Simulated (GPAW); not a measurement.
BP (monolayer), B K edge of atom 1, with 3 P at 1.85 Å (trigonal planar). Method: GPAW, PBE, excited-electron core hole (neutral cell), 14-atom cell with 8.5 Å between holes, 3×3×1 k points, dipole transitions, Gaussian full width 0.9 eV up to 4 eV, rising linearly to 3.5 eV at 25 eV.

```
B P
1.0
    -8.02500    2.77994    0.00000
     1.60500   -8.33982    0.00000
     0.00000    0.00000   10.40000
B P
7 7
Cartesian
  0.0000 0.0000 5.2000
  -3.2100 0.0000 5.2000
  -6.4200 0.0000 5.2000
  -1.6050 -2.7799 5.2000
  -4.8150 -2.7799 5.2000
  0.0000 -5.5599 5.2000
  -3.2100 -5.5599 5.2000
  -4.8150 -4.6332 5.2000
  0.0000 -7.4132 5.2000
  -4.8150 0.9266 5.2000
  0.0000 -1.8533 5.2000
  -3.2100 -1.8533 5.2000
  -6.4200 -1.8533 5.2000
  -1.6050 -4.6332 5.2000
```

Energy from the bottom of the conduction band, which holds the excited electron; a common scale on which the isotropic spectrum has a mean of 1 over the first 20 eV.

```csv
E (eV),curve 1,curve 2
-2.00,0.00,0.00
-1.25,0.01,0.00
-0.50,0.60,0.00
0.25,3.89,0.00
1.00,3.08,0.00
1.75,0.94,0.15
2.50,1.09,1.28
3.25,0.87,2.77
4.00,0.70,1.42
4.75,1.64,1.02
5.50,0.42,1.34
6.25,1.02,1.32
7.00,1.20,1.17
7.75,0.58,1.19
8.50,0.44,1.26
9.25,0.45,1.22
10.00,0.76,1.20
10.75,1.07,1.24
11.50,1.08,1.07
12.25,1.20,0.88
13.00,1.26,0.72
13.75,1.00,0.59
14.50,0.74,0.57
15.25,0.64,0.72
16.00,0.60,0.95
16.75,0.57,1.15
17.50,0.55,1.14
18.25,0.58,0.90
19.00,0.66,0.65
19.75,0.72,0.53
20.50,0.73,0.54
21.25,0.70,0.62
```

Q: The curves are for the electric vector along different Cartesian axes of the cell as given, for this one atom. Which is which?

Curve 1: along z, main maxima 0.5 eV (4.36), 2.8 eV (1.52) and 4.6 eV (1.78). Curve 2: along x (the other in-plane axis gives the same curve within 3 %), main maxima 3.3 eV (2.81), 5.8 eV (1.43) and 8.7 eV (1.27). A K edge sees empty p states; at this planar three-fold site the curve for the electric vector normal to the plane peaks at 0.5 eV, where it is mainly π* that absorbs: that direction carries over 70 % of the weight there. Each direction probes the empty orbitals that point along it. Some eV above the zero the states pass the vacuum level, and features normal to the sheet may then be states of the box. The mesh is coarse (0.28 Å⁻¹ between points), so small maxima may be mesh ripples.

[Banner, clock and machine lines of the logs are left out without a mark of their own.]

[Logs are printed without paths, hosts, clocks, repeated set-up lines and the standing remarks that a program may print on its own settings, such as how far it seeks lower states.]

[Hosts, paths, dates, database ids (printed as entryN), source tags and the programs' standing remarks are cut or masked in the printed files.]

[Lists of maxima count a maximum above −3 eV only where it reaches 4 % of the highest in the window and stands out from its surroundings by 2 % of it (1.5 % where it reaches 55 %); shoulders and weaker maxima are passed over, and of the rest the first, up to two pre-edge ones and the few strongest are named.]
